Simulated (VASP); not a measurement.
# Co (P6_3/mmc) in VASP: further runs

One crystal, Co, is run at these levels: PBE+D3(BJ); tasks: single point.

All numbers are computed with VASP 6.6.1; they aren't measurements. Logs are shortened: lines on timing, memory, paths and dates and some standing lists are left out, and cuts for length are marked.

### Step 1. The crystal as given

It takes space group P6_3/mmc (No. 194, hexagonal). The conventional cell has a = 2.469 Å, b = 2.469 Å, c = 3.992 Å, α = 90.00°, β = 90.00°, γ = 120.00°. Co (site symmetry -6m2) has 12 Co at 2.45 to 2.47 Å as nearest neighbours.

### Step 2. Single point, PBE+D3(BJ), collinear spin, typed start

The input, INCAR:

```
ALGO = Fast
EDIFF = 1E-7
ENCUT = 520
GGA = PE
ISIF = 2
ISMEAR = 0
ISPIN = 2
IVDW = 12
LASPH = T
LCHARG = F
LMAXMIX = 4
LORBIT = 11
LREAL = F
LWAVE = F
MAGMOM = 1.84 1.84
NBANDS = 20
NELM = 150
PREC = Accurate
SIGMA = 0.1
```

The input, KPOINTS:

```
k-points
0
Gamma
  21 21 10
```

The input, POSCAR:

```
Co
1.0
    2.4689347438      0.0000000029      0.0000000000
   -1.2344673744      2.1381602070      0.0000000000
    0.0000000000      0.0000000000      3.9920614292
Co
2
Direct
    0.6666666667      0.3333333333      0.2499996265
    0.3333333333      0.6666666667      0.7500003735
```

Potentials or basis: VASP PAW PBE potentials, release 64 (Co).

The run is started by

```console
> cat potpaw_PBE.64/Co/POTCAR > POTCAR
> mpirun -np 1 vasp_std > vasp.out
```

OUTCAR:

```text
EDIFF = 1E-7
   ENCUT = 520
   GGA = PE
   ISIF = 2
   ISMEAR = 0
   ISPIN = 2
   IVDW = 12
   LASPH = T
   LORBIT = 11
   LREAL = F
   NELM = 150
   PREC = Accurate
 IVDW          = 12

 ion  position               nearest neighbor table
   1  0.667  0.333  0.250-   2 2.45   2 2.45   2 2.45   2 2.45   2 2.45   2 2.45
   2  0.333  0.667  0.750-   1 2.45   1 2.45   1 2.45   1 2.45   1 2.45   1 2.45

  LATTYP: Found a hexagonal cell.
 ALAT       =     2.4689347438
 C/A-ratio  =     1.6169165423

  Lattice vectors:

 A1 = (   2.4689347438,   0.0000000029,   0.0000000000)
 A2 = (  -1.2344673744,   2.1381602070,   0.0000000000)
 A3 = (   0.0000000000,   0.0000000000,   3.9920614292)

Analysis of symmetry for initial positions (statically):
=====================================================================
 Subroutine PRICEL returns:
 Original cell was already a primitive cell.

 Routine SETGRP: Setting up the symmetry group for a
 hexagonal supercell.

 Subroutine GETGRP returns: Found 24 space group operations
 (whereof 12 operations were pure point group operations)
 out of a pool of 24 trial point group operations.

The static configuration has the point symmetry D_3d.
 The point group associated with its full space group is D_6h.

Analysis of symmetry for dynamics (positions and initial velocities):
=====================================================================
 Subroutine PRICEL returns:
 Original cell was already a primitive cell.

 Routine SETGRP: Setting up the symmetry group for a
 hexagonal supercell.

 Subroutine GETGRP returns: Found 24 space group operations
 (whereof 12 operations were pure point group operations)
 out of a pool of 24 trial point group operations.

The dynamic configuration has the point symmetry D_3d.
 The point group associated with its full space group is D_6h.

Analysis of structural, dynamic, and magnetic symmetry:
=====================================================================
 Subroutine PRICEL returns:
 Original cell was already a primitive cell.

 Routine SETGRP: Setting up the symmetry group for a
 hexagonal supercell.

 Subroutine GETGRP returns: Found 24 space group operations
 (whereof 12 operations were pure point group operations)
 out of a pool of 24 trial point group operations.

The overall configuration has the point symmetry D_3d.
 The point group associated with its full space group is D_6h.

 Subroutine INISYM returns: Found 24 space group operations
 (whereof 12 operations are pure point group operations),
 and found     1 'primitive' translations

----------------------------------------------------------------------------------------

                                     Primitive cell

  volume of cell :      21.0740

  direct lattice vectors                    reciprocal lattice vectors
     2.468934744  0.000000003  0.000000000     0.405032981  0.233845901  0.000000000
    -1.234467374  2.138160207  0.000000000    -0.000000001  0.467691802  0.000000000
     0.000000000  0.000000000  3.992061429     0.000000000  0.000000000  0.250497147

  length of vectors
     2.468934744  2.468934744  3.992061429     0.467691802  0.467691802  0.250497147

  position of ions in fractional coordinates (direct lattice)
     0.666666667  0.333333333  0.249999626
     0.333333333  0.666666667  0.750000374

  ion indices of the primitive-cell ions
   primitive index   ion index
                 1           1
                 2           2

----------------------------------------------------------------------------------------

 KPOINTS: k-points

Automatic generation of k-mesh.
 Grid dimensions read from file:
 generate k-points for:   21   21   10

 Generating k-lattice:

  Cartesian coordinates                     Fractional coordinates (reciprocal lattice)
     0.019287285  0.011135519  0.000000000     0.047619048  0.000000000  0.000000000
    -0.000000000  0.022271038  0.000000000     0.000000000  0.047619048  0.000000000
     0.000000000  0.000000000  0.025049715     0.000000000  0.000000000  0.100000000

  Length of vectors
     0.022271038  0.022271038  0.025049715

  Shift w.r.t. Gamma in fractional coordinates (k-lattice)
     0.000000000  0.000000000  0.000000000

 Subroutine IBZKPT returns following result:
 ===========================================

 Found    288 irreducible k-points:

 Following reciprocal coordinates:
            Coordinates               Weight
  0.000000  0.000000  0.000000      1.000000
  0.047619  0.000000  0.000000      6.000000
  0.095238  0.000000  0.000000      6.000000
  0.142857  0.000000  0.000000      6.000000
  0.190476  0.000000  0.000000      6.000000
  0.238095  0.000000  0.000000      6.000000
[... 16 lines left out ...]
  0.142857  0.095238  0.000000     12.000000
  0.190476  0.095238  0.000000     12.000000
 [... further k-points ...]
   k-points           NKPTS =    288   k-points in BZ     NKDIM =    288   number of bands    NBANDS=     20
   number of dos      NEDOS =    301   number of ions     NIONS =      2
   total plane-waves  NPLWV =   9720
   dimension x,y,z NGX =    18 NGY =   18 NGZ =   30
   dimension x,y,z NGXF=    36 NGYF=   36 NGZF=   60
   ions per type =               2
   NGX,Y,Z   is equivalent  to a cutoff of  12.12, 12.12, 12.49 a.u.
   NGXF,Y,Z  is equivalent  to a cutoff of  24.24, 24.24, 24.99 a.u.
 SYSTEM =  unknown system
   PREC   = accura    normal or accurate (medium, high low for compatibility)
   ISTART =      0    job   : 0-new  1-cont  2-samecut
   ICHARG =      2    charge: 1-file 2-atom 10-const
   ISPIN  =      2    spin polarized calculation?
   LNONCOLLINEAR =      F non collinear calculations
   LSORBIT =      F    spin-orbit coupling
   LASPH  =      T    aspherical Exc in radial PAW
   ENCUT  =  520.0 eV  38.22 Ry    6.18 a.u.   4.59  4.59  7.42*2*pi/ulx,y,z
   NELM   =    150;   NELMIN=  2; NELMDL= -5     # of ELM steps
   EDIFF  = 0.1E-06   stopping-criterion for ELM
   LREAL  =      F    real-space projection
   EDIFFG = 0.1E-05   stopping-criterion for IOM
   NSW    =      0    number of steps for IOM
   IBRION =     -1    ionic relax: 0-MD 1-quasi-New 2-CG
   NFREE  =      0    steps in history (QN), initial steepest desc. (CG)
   ISIF   =      2    stress and relaxation
   ISYM   =      2    0-nonsym 1-usesym 2-fastsym
   POTIM  = 0.5000    time-step for ionic-motion
   TEBEG  =    0.0;   TEEND  =   0.0 temperature during run
   PSTRESS=    0.0 pullay stress
   NELECT =      18.0000    total number of electrons
   NUPDOWN=      -1.0000    fix difference up-down
   EMIN   =  10.00;   EMAX   =-10.00  energy-range for DOS
   EFERMI =   0.00;   METHOD = LEGACY
   ISMEAR =     0;   SIGMA  =   0.10  broadening in eV -4-tet -1-fermi 0-gaus
   EFERMI_NEDOS =   21; number of points for ismear=-14 and -15
   IALGO  =     68    algorithm
   IMIX   =      4    mixing-type and parameters
     AMIX     =   0.40;   BMIX     =  1.00
     AMIX_MAG =   1.60;   BMIX_MAG =  1.00
  volume/ion in A,a.u.               =      10.54        71.11
  Fermi-wavevector in a.u.,A,eV,Ry     =   1.553281  2.935275 32.826522  2.412681
  Thomas-Fermi vector in A             =   2.657534
   LORBIT       =     11    0 simple, 1 ext, 2 COOP (PROOUT), +10 PAW based schemes
   GGA     = PE    functional components
   LHFCALC =     F    Hartree Fock is set to
   AEXX    =    0.0000 exact exchange contribution
   IVDW    =    12    specifies the selected vdW correction
   LEPSILON=     F    determine dielectric tensor
   LRPA    =     F    only Hartree local field effects (RPA)
 spin polarized calculation
 RMM-DIIS sequential band-by-band and
 Gauss-broadening in eV      SIGMA  =   0.10
  energy-cutoff  :      520.00
  volume of cell :       21.07
 maximum number of plane-waves:       582
   NGX =  9   NGY =  9   NGZ = 15

 number of electron      17.9999983 magnetization       3.1441132

 Free energy of the ion-electron system (eV)
  ---------------------------------------------------
  ext. energy  EPLUGINS =         0.00000000
  ---------------------------------------------------
  free energy    TOTEN  =       -14.06456238 eV

  energy without entropy =      -14.05575683  energy(sigma->0) =      -14.06015961

 E-fermi :  10.6674     XC(G=0): -13.5769

 val. band max:       10.6654465113   @ k =   0.0952   0.0000   0.2000
 cond. band min:      10.6684720372   @ k =   0.1905   0.1429   0.2000
 fundamental gap:      0.0030255259
 Fermi energy:        10.6673755715

 spin component 1

 k-point     1 :       0.0000    0.0000    0.0000
  band No.  band energies     occupation
      1       1.5986      1.00000
      2       5.4153      1.00000
      3       8.0330      1.00000
      4       8.0535      1.00000
      5       8.0535      1.00000
      6       8.3812      1.00000
[... 12 lines left out ...]
     19      37.0790      0.00000
     20      37.0790      0.00000
[... 507 lines left out ...]
 k-point    24 :       0.1905    0.0952    0.0000
  band No.  band energies     occupation
      1       3.6923      1.00000
      2       6.3258      1.00000
      3       7.1095      1.00000
      4       7.2037      1.00000
      5       8.0808      1.00000
      6       8.1169      1.00000
[... 12 lines left out ...]
     19      36.2008      0.00000
     20      37.3555      0.00000

 [... further k-points ...]

 spin component 2

 k-point     1 :       0.0000    0.0000    0.0000
  band No.  band energies     occupation
      1       1.5921      1.00000
      2       6.3349      1.00000
      3       9.6294      1.00000
      4       9.6524      1.00000
      5       9.6524      1.00000
      6      10.0340      1.00000
[... 12 lines left out ...]
     19      37.3658      0.00000
     20      37.3658      0.00000
[... 507 lines left out ...]
 k-point    24 :       0.1905    0.0952    0.0000
  band No.  band energies     occupation
      1       3.7270      1.00000
      2       7.4387      1.00000
      3       8.2121      1.00000
      4       8.5682      1.00000
      5       9.6089      1.00000
      6       9.7264      1.00000
[... 12 lines left out ...]
     19      36.4049      0.00000
     20      37.7784      0.00000

 [... further k-points ...]

------------------------ aborting loop because EDIFF is reached ----------------------------------------

 Edisp (eV)   -0.85937

 E8    (eV) :    -0.3772

  FORCE on cell =-STRESS in cart. coord.  units (eV):
  Direction    XX          YY          ZZ          XY          YZ          ZX
  --------------------------------------------------------------------------------------
  -------------------------------------------------------------------------------------
  Total      -0.11208    -0.11208    -0.13276    -0.00000    -0.00000     0.00000
  in kB      -8.52066    -8.52066   -10.09315    -0.00000    -0.00000     0.00000
  external pressure =       -9.04 kB  Pullay stress =        0.00 kB

 VOLUME and BASIS-vectors are now :
 -----------------------------------------------------------------------------
  energy-cutoff  :      520.00
  volume of cell :       21.07
      direct lattice vectors                 reciprocal lattice vectors
     2.468934744  0.000000003  0.000000000     0.405032981  0.233845901  0.000000000
    -1.234467374  2.138160207  0.000000000    -0.000000001  0.467691802  0.000000000
     0.000000000  0.000000000  3.992061429     0.000000000  0.000000000  0.250497147

 POSITION                                       TOTAL-FORCE (eV/Angst)
 -----------------------------------------------------------------------------------
      1.23447      0.71272      0.99801         0.000000     -0.000000      0.000000
     -0.00000      1.42544      2.99405        -0.000000      0.000000      0.000000
 -----------------------------------------------------------------------------------
    total drift:                                0.000000     -0.000000      0.000001

  FREE ENERGIE OF THE ION-ELECTRON SYSTEM (eV)
  ---------------------------------------------------
  free  energy   TOTEN  =       -14.9239350648 eV

  energy  without entropy=      -14.9151295241  energy(sigma->0) =      -14.91953229

 total charge

# of ion       s       p       d       tot
------------------------------------------
    1        0.501   0.547   7.284   8.332
    2        0.501   0.547   7.284   8.332
--------------------------------------------------
tot          1.001   1.094  14.568  16.663

 magnetization (x)

# of ion       s       p       d       tot
------------------------------------------
    1       -0.016  -0.056   1.659   1.587
    2       -0.016  -0.056   1.659   1.587
--------------------------------------------------
tot         -0.031  -0.112   3.317   3.174
```

Wall time 1.8 min (1 thread of Intel Xeon 6975P-C (Granite Rapids), shared host); peak memory 0.27 GiB.

Results:

```
Free energy                                           : -14.9239 eV
Pressure                                              : -0.9 GPa
Band gap on the k mesh                                : none (metal or under the smearing width)
Net moment                                            : 3.14 μB per cell
Site moments                                          : Co +1.59 μB
Valence electrons inside the program's atomic spheres : Co 8.33
Dispersion energy per atom                            : -0.430 eV
```

Caveat: pairwise dispersion overbinds metals, which lowers pressure and volume.

### Step 3. Single point, PBE+D3(BJ), collinear spin, typed start

This run uses another cell than the first one, of 10.89 Å³/atom, 1.033 times its volume.

The input, INCAR:

```
SYSTEM = Co
PREC = Accurate ; ENCUT = 520
EDIFF = 1E-6 ; ISMEAR = 0
SIGMA = 0.1 ; LREAL = .FALSE.
LASPH = .TRUE. ; NELM = 150
ALGO = Normal ; ISIF = 2
LWAVE = .FALSE. ; LCHARG = .FALSE.
ISPIN = 2 ; MAGMOM = 2 2
LORBIT = 11 ; LMAXMIX = 4
GGA = PE ; IVDW = 12
NBANDS = 20
```

The input, KPOINTS:

```
Automatic mesh
0
G
  9 9 4
  0 0 0
```

The input, POSCAR:

```
Co
1.0
    2.4873648700      0.0000000000      0.0000000000
   -1.2436824400      2.1541211700      0.0000000000
    0.0000000000      0.0000000000      4.0632895000
Co
2
Direct
    0.6666666700      0.3333333300      0.2598610000
    0.3333333300      0.6666666700      0.7401390000
```

Potentials or basis: VASP PAW PBE potentials, release 64 (Co).

The run is started by

```console
> cat potpaw_PBE.64/Co/POTCAR > POTCAR
> mpirun -np 1 vasp_std > vasp.out
```

Wall time 16 s (1 thread of Intel Xeon 6975P-C (Granite Rapids), shared host); peak memory 0.15 GiB.

The run converged. Its results:

```
Free energy                                           : -14.8723 eV
Pressure                                              : -7.0 GPa
Largest force                                         : 0.505 eV/Å
Band gap on the k mesh                                : none (metal or under the smearing width)
Net moment                                            : 3.19 μB per cell
Site moments                                          : Co +1.61 μB
Valence electrons inside the program's atomic spheres : Co 8.27
Dispersion energy per atom                            : -0.415 eV
```

Forces in eV/Å, atoms in the order of the input:
```
Co   0.000  0.000 -0.505
Co   0.000  0.000  0.505
```

Stress tensor (GPa, compression positive):
```
-7.31  0.00  0.00
 0.00 -7.31  0.00
 0.00  0.00 -6.33
```

Levels at points of the mesh, in eV from the Fermi level:
Spin up:
| k point | band 9 | band 10 | band 11 | band 12 | band 13 | band 14 |
| --- | --- | --- | --- | --- | --- | --- |
| (0.00, 0.00, 0.00) | -1.94 | -0.87 | -0.87 | -0.21 | 6.10 | 22.02 |
| (0.00, 0.00, 0.50) | -1.29 | -1.29 | -1.09 | -1.09 | 14.10 | 15.26 |
Spin down:
| k point | band 4 | band 5 | band 6 | band 7 | band 8 | band 9 | band 10 | band 11 |
| --- | --- | --- | --- | --- | --- | --- | --- | --- |
| (0.00, 0.00, 0.00) | -1.03 | -1.03 | -0.71 | -0.71 | -0.22 | -0.13 | -0.13 | 1.02 |
| (0.00, 0.00, 0.50) | -1.38 | -1.08 | -1.08 | -1.07 | -1.07 | 0.60 | 0.60 | 0.74 |

Caveat: the k mesh is coarse (spacing up to 0.39 Å⁻¹), so the values aren't converged; pairwise dispersion overbinds metals, which lowers pressure and volume.
